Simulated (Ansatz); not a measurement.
# CaS (Oldhamite): the cost of one run

Program: Ansatz 0.2.0. Level of theory: DFT r2SCAN, scalar-relativistic, plane waves, PAW. These are calculated values, not measurements.

The COD entry's cell or inner coordinates are ideal or old and differ from later refinements, so a difference from it is no clean test against experiment.

## (1) The structure to begin with

Symmetry: Fm-3m, No. 225, cubic system. The conventional cell has a = 5.686 Å, b = 5.686 Å, c = 5.686 Å, α = 90.00°, β = 90.00°, γ = 90.00°. Ca (site symmetry m-3m) is surrounded by 6 S at 2.84 Å. S (site symmetry m-3m) has 6 Ca at 2.84 Å as nearest neighbours.

Structure file:

```xyz
2
Lattice="0.0000 2.8430 2.8430 2.8430 0.0000 2.8430 2.8430 2.8430 0.0000" Properties=species:S:1:pos:R:3 pbc="T T T"
Ca    0.0000    0.0000    0.0000
S     2.8430    2.8430    2.8430
```

The structure comes from the Crystallography Open Database.

(A quick probe on a coarse mesh, which set the mesh and smearing, is not shown.)

## (3) Full relaxation

File input.yaml:

```yaml
crystal:
  lattice:
    - [0.0, 2.843, 2.843]
    - [2.843, 0.0, 2.843]
    - [2.843, 2.843, 0.0]
  atoms:
    - { symbol: Ca, position: [0.0, 0.0, 0.0] }
    - { symbol: S, position: [0.5, 0.5, 0.5] }
basis:
  ecutwfc: 500
kpoints:
  mp_grid: { grid: [8, 8, 8] }
hamiltonian:
  xc: r2scan
scf:
  occupations: { method: gaussian, width: 0.02 }
output:
  forces: true
  stress: true
  eigenvalues: true
relax:
  adjacent_minimum: "off"
  f_tol: 0.005
  max_steps: 80
  cell: { stress_tol: 0.05 }
```

Run with:

```bash
$ ansatz run input.yaml --threads 1 --pin off --max-ram 2560MiB --backend cpu --events-out ev --progress --plain --runs-dir out
```

Q: Estimate wall time and peak memory on 1 thread of an x86-64 CPU, shared host.

About 11 s, with a peak of 0.54 GiB.
